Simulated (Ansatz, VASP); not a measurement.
## Pb in VASP and in Ansatz

INCAR

```
SYSTEM = Pb
ALGO = Normal
EDIFF = 1E-6
ENCUT = 520
GGA = PE
ISIF = 2
ISMEAR = 0
LASPH = .TRUE.
LCHARG = .FALSE.
LREAL = .FALSE.
LWAVE = .FALSE.
NBANDS = 21
NELM = 100
PREC = Accurate
SIGMA = 0.1
```

File KPOINTS:

```
k-points
0
G
  14 14 8
  0 0 0
```

File POSCAR:

```
Pb
1.0
    2.9800528602     -1.8016743476      0.0088119598
    2.9800528602      1.8016743476      0.0088119598
   -2.0570215204      0.0000000000      6.4067731458
Pb
2
Direct
    0.0814771318      0.0814771318      0.2679561713
    0.9185228682      0.9185228682      0.7320438287
```

Input for Ansatz:

```yaml
crystal:
  lattice:
    - [2.9800528602, -1.8016743476, 0.0088119598]
    - [2.9800528602, 1.8016743476, 0.0088119598]
    - [-2.0570215204, 0.0, 6.4067731458]
  atoms:
    - { symbol: Pb, position: [0.0814771318, 0.0814771318, 0.2679561713] }
    - { symbol: Pb, position: [0.9185228682, 0.9185228682, 0.7320438287] }
basis:
  ecutwfc: 420
kpoints:
  mp_grid: { grid: [14, 14, 8] }
hamiltonian:
  xc: pbe
scf:
  occupations: { method: gaussian, width: 0.1 }
output:
  forces: true
  stress: true
  eigenvalues: true
```

Alike in both runs: task single point; functional PBE; k mesh 14 × 14 × 8; occupations gaussian, width 0.1 eV; no spin polarisation.

```csv
,VASP,Ansatz
version,VASP 6.6.1,Ansatz 0.2.0
potentials or method,"VASP PAW PBE potentials, release 64 (Pb_d)","scalar-relativistic, plane waves, PAW"
plane-wave cutoff (eV),520,420
valence electrons in the cell,28,28
```

Ansatz gave:

| Quantity | Value |
| --- | --- |
| gap on the k mesh at the Fermi level (eV) | none |
| pressure (GPa) | -1.4 |
| largest component of the traceless stress (GPa) | 0.85 |
| rms of the force components (eV/Å) | 0.090 |

Problem. Estimate VASP's values.

Solution. gap on the k mesh at the Fermi level (eV): none; pressure (GPa): -1.5; largest component of the traceless stress (GPa): 0.85; rms of the force components (eV/Å): 0.091.

Atom by atom the forces differ by 0.000 eV/Å (rms over components). A gap of «none» marks a metal or a gap that the smearing closes.

The runs have no spin-orbit coupling, so splittings on Pb are missing.
